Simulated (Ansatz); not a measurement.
## Zn under changes of volume

One of the cells (15.169 Å³/atom); the others are scaled copies at fixed shape and fractional positions:

```
Zn
1.0
     0.00000    1.96478    1.96478
     1.96478    0.00000    1.96478
     1.96478    1.96478    0.00000
Zn
1
Direct
  0.00000 0.00000 0.00000
```

This isn't the form of Zn at room conditions, which is hcp.

| Quantity | Value |
| --- | --- |
| Program | Ansatz 0.2.0 |
| Functional | PBEsol |
| Potentials or basis | all-electron LAPW, scalar-relativistic |
| Cutoff | 240 eV (chosen from the basis error) |
| Basis error allowed | 0.001 eV/atom |
| k mesh | 12 × 12 × 12 |
| Occupations | fermi-dirac, width 0.05 eV |
| Spin | no spin polarisation |

```csv
volume (Å³/atom),energy over the lowest point (meV/atom),pressure (GPa)
14.259,0.00,-0.9
14.563,3.39,-2.5
14.866,9.65,-3.9
15.169,?,?
15.473,29.33,-6.2
15.776,42.16,-7.2
16.080,56.64,-8.0
```

What does the run at 15.169 Å³/atom give?

Energy over the lowest point 18.40 meV/atom; pressure -5.2 GPa.

Worked out: A Birch-Murnaghan fit of order 3 (a polynomial in V^(-2/3)) to the other rows has its minimum at 14.10 Å³/atom, just outside them, with B0 = V·E''(V) = 87 GPa and B' = 5.3. It gives 18.39 meV/atom at 15.169 Å³/atom, against the run's 18.40, and -dE/dV = -5.2 GPa, against -5.2.

Energies are extrapolated to zero smearing.
